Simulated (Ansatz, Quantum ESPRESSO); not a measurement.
# LiH(001): dielectric constant from slabs in a field, part 7 of 7

Wanted: electronic and ionic screening from finite-field slabs, the first being LiH(001), 5 layers.

Quantum ESPRESSO 7.5; plane-wave DFT, PBE, PseudoDojo norm-conserving pseudopotentials; geometry by Ansatz 0.2.0 with PAW datasets.

So far. Step 17 (Potential by pp.x, 9 layers): The slope in the vacuum is 0.100 eV/Å for an applied 0.10 V/Å, as it should be. Step 18 (Clamped-ion dielectric constant from the field inside …): ε = 0.1000 / 0.0228 = 4.39.

### Step 21. Ground state, 5 layers, with mixing_beta = 1.0, mixing_mode = plain and mixing_ndim = 1

Another try, with an input changed as a hurried user might.

n5.f1.bad.in reads:

```
&control
  prefix = 'n5.f1.bad'
  outdir = './out'
  pseudo_dir = './pseudo'
  calculation = 'scf'
  tprnfor = .true.
  tefield = .true.
  dipfield = .true.
/
&system
  ibrav = 0
  nat = 10
  ntyp = 2
  ecutwfc = 66
  ecutrho = 264
  occupations = 'fixed'
  edir = 3
  emaxpos = 0.97
  eopreg = 0.04
  eamp = 0.00194469
/
&electrons
  conv_thr = 1e-10
  mixing_beta = 1.0
  electron_maxstep = 50
  mixing_mode = 'plain'
  mixing_ndim = 1
/
ATOMIC_SPECIES
  Li  6.9400  Li.dojo-sr-pbe-0.4.1-standard.upf
  H   1.0080  H.dojo-sr-pbe-0.4.1-standard.upf
CELL_PARAMETERS angstrom
  2.82842712470000 0.00000000000000 0.00000000000000
  0.00000000000000 2.82842712470000 0.00000000000000
  0.00000000000000 0.00000000000000 24.00000000000000
ATOMIC_POSITIONS crystal
  Li  0.000000000000 0.000000000000 0.335481629315
  H   0.500000000000 0.500000000000 0.333157298721
  Li  0.500000000000 0.500000000000 0.416594117981
  H   -0.000000000000 0.000000000000 0.416850447819
  Li  -0.000000000000 0.000000000000 0.499999968478
  H   0.500000000000 0.500000000000 0.500000070519
  Li  0.500000000000 0.500000000000 0.583405803976
  H   -0.000000000000 0.000000000000 0.583149634308
  Li  0.000000000000 0.000000000000 0.664518293867
  H   0.500000000000 0.500000000000 0.666842735015
K_POINTS automatic
  8 8 1 0 0 0
```

The run is started by

```
$ OMP_NUM_THREADS=1 mpirun -n 4 pw.x -nk 4 -in n5.f1.bad.in > n5.f1.bad.out
```

The program printed:

```text
[banner, memory and clock lines left out]
Program PWSCF v.7.5 starts

          URL

     Presently no symmetry can be used with electric field

     G-vector sticks info

     bravais-lattice index     =            0
     lattice parameter (alat)  =       5.3450  a.u.
     unit-cell volume          =    1295.6802 (a.u.)^3
     number of atoms/cell      =           10
     number of atomic types    =            2
     number of electrons       =        20.00
     number of Kohn-Sham states=           10
     kinetic-energy cutoff     =      66.0000  Ry
     charge density cutoff     =     264.0000  Ry
     scf convergence threshold =      1.0E-10
     mixing beta               =       1.0000
     number of iterations used =            1  plain     mixing
     Exchange-correlation= PBE
                           (   1   4   3   4   0   0   0)

     celldm(1)=   5.344953  celldm(2)=   0.000000  celldm(3)=   0.000000
     celldm(4)=   0.000000  celldm(5)=   0.000000  celldm(6)=   0.000000

     crystal axes: (cart. coord. in units of alat)
               a(1) = (   1.000000   0.000000   0.000000 )
               a(2) = (   0.000000   1.000000   0.000000 )
               a(3) = (   0.000000   0.000000   8.485281 )

     reciprocal axes: (cart. coord. in units 2 pi/alat)
               b(1) = (  1.000000  0.000000  0.000000 )
               b(2) = (  0.000000  1.000000  0.000000 )
               b(3) = (  0.000000  0.000000  0.117851 )

     PseudoPot. # 1 for Li read from file:
     ./pseudo/Li.dojo-sr-pbe-0.4.1-standard.upf
     Pseudo is Norm-conserving, Zval =  3.0
     Generated using ONCVPSP code by D. R. Hamann
     Using radial grid of 1944 points,  4 beta functions with:
                l(1) =   0
                l(2) =   0
                l(3) =   1
                l(4) =   1

     PseudoPot. # 2 for H  read from file:
     ./pseudo/H.dojo-sr-pbe-0.4.1-standard.upf
     Pseudo is Norm-conserving, Zval =  1.0
     Generated using ONCVPSP code by D. R. Hamann
     Using radial grid of 1166 points,  3 beta functions with:
                l(1) =   0
                l(2) =   0
                l(3) =   1

     atomic species   valence    mass     pseudopotential
     Li                3.00     6.94000     Li( 1.00)
     H                 1.00     1.00800     H ( 1.00)

     No symmetry found

   Cartesian axes

     site n.     atom                  positions (alat units)
         1        Li     tau(   1) = (   0.0000000   0.0000000   2.8466560  )
         2        H      tau(   2) = (   0.5000000   0.5000000   2.8269334  )
         3        Li     tau(   3) = (   0.5000000   0.5000000   3.5349183  )
         4        H      tau(   4) = (   0.0000000   0.0000000   3.5370933  )
         5        Li     tau(   5) = (   0.0000000   0.0000000   4.2426404  )
[...]
c_bands:  1 eigenvalues not converged
     ethr =  7.12E-05,  avg # of iterations = 14.6

     Adding external electric field

     Computed dipole along edir(3) :
        Dipole                0.1475 Ry au,          0.3750 Debye
        Dipole field          0.0014 Ry au,

        E field amplitude [Ha a.u.]:  1.9447E-03
        Potential amp.        0.0447 Ry
        Total length         43.5393 bohr

     total energy              =     -75.31083899 Ry
     estimated scf accuracy    <      82.02301421 Ry

     iteration # 15     ecut=    66.00 Ry     beta= 1.00
     Davidson diagonalization with overlap
     ethr =  7.12E-05,  avg # of iterations = 12.5

     negative rho (up, down):  3.188E-02 0.000E+00

     Adding external electric field

     Computed dipole along edir(3) :
        Dipole                4.1880 Ry au,         10.6449 Debye
        Dipole field          0.0406 Ry au,

        E field amplitude [Ha a.u.]:  1.9447E-03
        Potential amp.       -3.3676 Ry
        Total length         43.5393 bohr

     total energy              =     -75.70194468 Ry
     estimated scf accuracy    <       2.90740004 Ry

     iteration # 16     ecut=    66.00 Ry     beta= 1.00
     Davidson diagonalization with overlap
     c_bands:  1 eigenvalues not converged
     c_bands:  1 eigenvalues not converged
     c_bands:  1 eigenvalues not converged
     c_bands:  1 eigenvalues not converged
     c_bands:  1 eigenvalues not converged
     c_bands:  1 eigenvalues not converged
     c_bands:  2 eigenvalues not converged
     c_bands:  5 eigenvalues not converged
     ethr =  7.12E-05,  avg # of iterations = 23.4

     Adding external electric field

     Computed dipole along edir(3) :
        Dipole               -3.7753 Ry au,         -9.5958 Debye
        Dipole field         -0.0366 Ry au,

        E field amplitude [Ha a.u.]:  1.9447E-03
        Potential amp.        3.3577 Ry
        Total length         43.5393 bohr

     total energy              =     -45.89182090 Ry
     estimated scf accuracy    <     776.54256233 Ry

     iteration # 17     ecut=    66.00 Ry     beta= 1.00
     Davidson diagonalization with overlap
     c_bands:  1 eigenvalues not converged
     c_bands:  1 eigenvalues not converged
     c_bands:  1 eigenvalues not converged
     ethr =  7.12E-05,  avg # of iterations = 19.1

     Adding external electric field

     Computed dipole along edir(3) :
        Dipole               21.7561 Ry au,         55.2985 Debye
        Dipole field          0.2110 Ry au,

        E field amplitude [Ha a.u.]:  1.9447E-03
        Potential amp.      -18.2047 Ry
        Total length         43.5393 bohr

     total energy              =      24.22552047 Ry
     estimated scf accuracy    <     171.00616289 Ry

     iteration # 18     ecut=    66.00 Ry     beta= 1.00
     Davidson diagonalization with overlap
     c_bands:  1 eigenvalues not converged
     c_bands:  1 eigenvalues not converged
     c_bands:  5 eigenvalues not converged
     c_bands:  2 eigenvalues not converged
     c_bands:  3 eigenvalues not converged
     c_bands:  1 eigenvalues not converged
     c_bands:  1 eigenvalues not converged

 %%%%%%%%%%%%%%%%%%%%%%%%%%%%%%%%%%%%%%%%%%%%%%%%%%%%%%%%%%%%%%%%%%%%%%%%%%%%%%
     Error in routine c_bands (1):
     too many bands are not converged
 %%%%%%%%%%%%%%%%%%%%%%%%%%%%%%%%%%%%%%%%%%%%%%%%%%%%%%%%%%%%%%%%%%%%%%%%%%%%%%

     stopping ...
[the rest left out]
```

Run time: 96 s. Hardware: 4 MPI ranks of Arm Neoverse V1, shared host; peak memory 0.41 GiB.

Residual by cycle:

cycle, log10 residual and a bar from the least value:
```
        1       -0.3 #########
        2       -0.4 #########
        4       -1.7 #
        5       -1.6 #
        7       -1.8 
        8       -1.3 ###
       10       -1.2 ####
       11       -1.2 ####
       13       -0.5 #########
       14        1.9 ########################
       16        2.9 ##############################
       17        2.2 ##########################
```

The program stopped the run after its cycles had begun.

After 17 cycles the residual stands at 171, against 0.019 at cycle 9 and a least value of 0.014.

The fault put into the input: mixing far too strong (electrons.mixing_beta = 1.0, electrons.mixing_mode = "plain" and electrons.mixing_ndim = 1).

The message: “c_bands (1): too many bands are not converged”. The eigensolver gave up; a looser start, smaller mixing or the cg solver usually get past it.

### Step 22. A check by hand

A slab of thickness t takes t(1 − 1/ε) off the field's path. Four layers: (14.562 − 8.350) / 8.014 = 0.7752, so ε = 1/(1 − 0.7752) = 4.45.

### Step 23. Outcome

| Item | Value |
| --- | --- |
| clamped-ion dielectric constant, 5 layers | 4.34 |
| clamped-ion dielectric constant, 9 layers | 4.39 |
| relaxed-ion value, 5 layers, two rough readings (polarisability, inner slope) | 16.3, 13.7 |
| sheet polarisability, 5 layers | 8.35 Å |
| sheet polarisability, 9 layers | 14.6 Å |

The electronic dielectric constant inside comes to 4.39; with the ions free five layers give only rough readings (PBE, PseudoDojo norm-conserving). Four more layers add 8.01 Å and 6.21 Å of sheet polarisability; 1 − 1/ε = 0.775 then gives ε = 4.45 for the interior, free of the surfaces. With the ions free 4πα/A grows from 8.35 to 10.19 Å. At the thickness that the clamped run implies, 10.85 Å, this is ε = 16.3, with the answer of the surface ions in it; the slope of the inner potential gives 13.7, but that slope is small and hangs on the window of the fit. The cubic lattice constant was set to 4.00 Å, near the PBE value. These functionals tend to put the electronic constant too high, and five layers have little bulk-like interior. Neither relaxed-ion reading is the bulk's static constant.

[Logs are printed without paths, hosts, clocks, repeated set-up lines and the standing remarks that a program may print on its own settings, such as how far it seeks lower states.]

[Hosts, paths, dates, database ids (printed as entryN), source tags and the programs' standing remarks are cut or masked in the printed files.]

[Maps of the electrostatic potential energy from Ansatz leave out the sawtooth potential of an applied field or a dipole correction, so their vacuum need not be flat; planar profiles and work functions include it.]
